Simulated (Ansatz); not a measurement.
CsSnI3, cubic perovskite, relaxed with r2SCAN in Ansatz 0.2.0. The symmetry is Pm-3m (No. 221, cubic); a = 6.241 Å in the conventional setting, 48.63 Å³ an atom. Cs has 12 I at 4.41 Å; Sn has 6 I at 3.12 Å; I has 2 Sn at 3.12 Å and 4 Cs at 4.41 Å.

The axes x, y and z are those of this cell:
```
CELL_PARAMETERS angstrom
6.24149 0.00000 0.00000
0.00000 6.24149 0.00000
0.00000 0.00000 6.24149
ATOMIC_POSITIONS crystal
Cs 0.00000 0.00000 0.00000
Sn 0.50000 0.50000 0.50000
I 0.50000 0.50000 0.00000
I 0.50000 0.00000 0.50000
I 0.00000 0.50000 0.50000
```

Unstrained: PBE gives a direct gap of 0.383 eV at R. The r2SCAN gap is direct at R: 0.504 eV. HSE06 gives a direct gap of 0.847 eV at R. Meshes: PBE 4×4×4, r2SCAN 4×4×4, HSE06 2×2×2. Strains are changes of length per length. After each strain the atoms were relaxed again with r2SCAN in this cell and within any symmetry left, so distortions that break it or need a larger cell weren't tested; points keep the names that they have in the unstrained zone. These are computed values for a spin-unpolarised cell that may be hypothetical; none is a measurement.

**Question.** For epitaxial -2.0 % in the xy plane, how far does the free direction move, and what happens to the gap?

**Answer.** The normal strain at zero normal stress is +0.54 %, 0.27 of the in-plane strain with the sign turned. PBE: the gap goes from 0.383 to 0.104 eV (-0.279 eV); so small a gap is at the limit of these settings. r2SCAN: the gap goes from 0.504 to 0.204 eV (-0.300 eV). HSE06: the gap goes from 0.847 to 0.552 eV (-0.295 eV).

**Question.** For epitaxial -3.0 % in the xy plane, how far does the free direction move, and what happens to the gap?

**Answer.** The normal strain at zero normal stress is +0.81 %, 0.27 of the in-plane strain with the sign turned. PBE: gap 0.38 before, 0 after (eV); it has closed. r2SCAN: the gap goes from 0.504 to 0.035 eV (-0.469 eV); so small a gap is at the limit of these settings. HSE06: the gap goes from 0.847 to 0.387 eV (-0.460 eV).

**Question.** Estimate what epitaxial +2.0 % in the xy plane, free normal strain -0.48 % does to the gap.

**Answer.** PBE: the gap goes from 0.383 to 0.471 eV (+0.088 eV). r2SCAN: the gap goes from 0.504 to 0.600 eV (+0.096 eV). HSE06: the gap goes from 0.847 to 0.938 eV (+0.091 eV). The r2SCAN energy rises by 5.1 meV an atom.

**Question.** Estimate what epitaxial +4.0 % in the xy plane, free normal strain -0.97 % does to the gap.

**Answer.** PBE: the gap goes from 0.383 to 0.539 eV (+0.156 eV). r2SCAN: the gap goes from 0.504 to 0.673 eV (+0.169 eV). HSE06: the gap goes from 0.847 to 1.008 eV (+0.161 eV). The r2SCAN energy rises by 18.9 meV an atom.

**Question.** For epitaxial -4.0 % in the xy plane, how far does the free direction move, and what happens to the gap?

**Answer.** The normal strain at zero normal stress is +1.09 %, 0.27 of the in-plane strain with the sign turned. PBE: gap 0.38 before, 0 after (eV); it has closed. HSE06: the gap goes from 0.847 to 0.207 eV (-0.640 eV).

**Question.** For epitaxial +1.0 % in the xy plane, how far does the free direction move, and what happens to the gap?

**Answer.** The normal strain at zero normal stress is -0.23 %, 0.23 of the in-plane strain with the sign turned. PBE: the gap goes from 0.383 to 0.430 eV (+0.047 eV). r2SCAN: the gap goes from 0.504 to 0.556 eV (+0.052 eV). HSE06: the gap goes from 0.847 to 0.896 eV (+0.049 eV).

**Question.** For epitaxial +3.0 % in the xy plane, how far does the free direction move, and what happens to the gap?

**Answer.** The normal strain at zero normal stress is -0.73 %, 0.24 of the in-plane strain with the sign turned. PBE: the gap goes from 0.383 to 0.507 eV (+0.124 eV). r2SCAN: the gap goes from 0.504 to 0.639 eV (+0.135 eV). HSE06: the gap goes from 0.847 to 0.975 eV (+0.128 eV).

**Question.** For epitaxial -1.0 % in the xy plane, how far does the free direction move, and what happens to the gap?

**Answer.** The normal strain at zero normal stress is +0.28 %, 0.28 of the in-plane strain with the sign turned. PBE: the gap goes from 0.383 to 0.248 eV (-0.135 eV). r2SCAN: the gap goes from 0.504 to 0.360 eV (-0.144 eV). HSE06: the gap goes from 0.847 to 0.706 eV (-0.141 eV).

Spin-orbit coupling is left out, which matters wherever the heavy atoms make up the band edges.

The meshes of the hybrids are coarse, so their gaps aren't converged to the digits shown.
